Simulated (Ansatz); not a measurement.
Relax this structure to zero stress and force, keeping its symmetry:

Space group I4_1/amd:1 (No. 141). a = 5.207 Å, b = 5.207 Å, c = 2.846 Å, α = 90.00°, β = 90.00°, γ = 90.00°
```csv
atom,site,symmetry,x,y,z
Ge,4b,-4m2,0.0000,0.5000,0.7500
```

The calculation used DFT PBE+D3(BJ), scalar-relativistic, plane waves, PAW (Ansatz).

Plane waves to 420 eV, a k mesh through Γ of 16×16×16 on the computed 2-atom cell and Gaussian smearing (0.10 eV); no spin polarisation.

Task: What does it relax to?

Result: The volume goes down by 0.78 Å³/atom to 18.51 Å³/atom, and the energy falls by 7.2 meV/atom. Final structure:
```cif
data_structure
_symmetry_space_group_name_H-M 'I4_1/amd:1'
_symmetry_Int_Tables_number 141
_cell_length_a 5.1406
_cell_length_b 5.1406
_cell_length_c 2.8021
_cell_angle_alpha 90.000
_cell_angle_beta 90.000
_cell_angle_gamma 90.000
_cell_volume 74.05
loop_
_atom_site_label
_atom_site_type_symbol
_atom_site_symmetry_multiplicity
_atom_site_Wyckoff_symbol
_atom_site_fract_x
_atom_site_fract_y
_atom_site_fract_z
_atom_site_occupancy
Ge1 Ge 4 b 0.00000 0.50000 0.75000 1
```

Course of the relaxation (steps run on the plane waves of an earlier cell, and the basis is chosen afresh near the end, so energy and pressure can step there; trial steps that raised the energy were taken back; energies are free energies):

| step | E − E_final (meV/atom) | P (GPa) | V (Å³/atom) |
| --- | --- | --- | --- |
| 1 | 7.2 | -2.86 | 19.29 |
| 2 | 0.7 | 1.11 | 18.25 |
| 3 | -0.2 | -0.09 | 18.53 |
| 4 | -0.2 | -0.01 | 18.51 |
| 5 | 0.0 | 0.00 | 18.51 |